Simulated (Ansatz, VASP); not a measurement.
# BN: VASP beside Ansatz

```
N B
1.0
     1.24272    0.71749    3.35030
    -1.24272    0.71749    3.35030
     0.00000   -1.43497    3.35030
N B
1 1
Cartesian
  0.0000 0.0000 6.7063
  0.0000 0.0000 0.0033
```

Change from the starting cell: volume scaled by 0.98.

Alike in both runs: task single point; functional PBEsol; k mesh 12 × 12 × 12; occupations fermi-dirac, width 0.05 eV; no spin polarisation.

|  | VASP | Ansatz |
| --- | --- | --- |
| version | VASP 6.6.1 | Ansatz 0.2.0 |
| potentials or method | VASP PAW PBE potentials, release 64 (N, B) | Ansatz PAW |
| plane-wave cutoff (eV) | 520 | 420 |
| valence electrons in the cell | 8 | 8 |

|  | VASP | Ansatz | Ansatz less VASP |
| --- | --- | --- | --- |
| gap on the k mesh at the Fermi level (eV) | 4.20 | 4.21 | +0.010 |
| least direct gap on the mesh (eV) | 4.68 | 4.69 | +0.007 |
| pressure (GPa) | 6.1 | 5.8 | -0.31 |
| largest component of the traceless stress (GPa) | 5.62 | 5.16 | -0.454 |

The functional is the same, so the differences come from potentials, cutoffs and numerics.

Caveats: the PAW data sets were made with another functional, which shifts forces and pressure a little (VASP); the pressure holds a Pulay correction of +0.6 GPa for the finite cutoff (Ansatz); the PAW data sets come from PBE, with cores solved anew for the run's functional, which leaves a small shift of forces and pressure (Ansatz). A k mesh can miss the band edges.
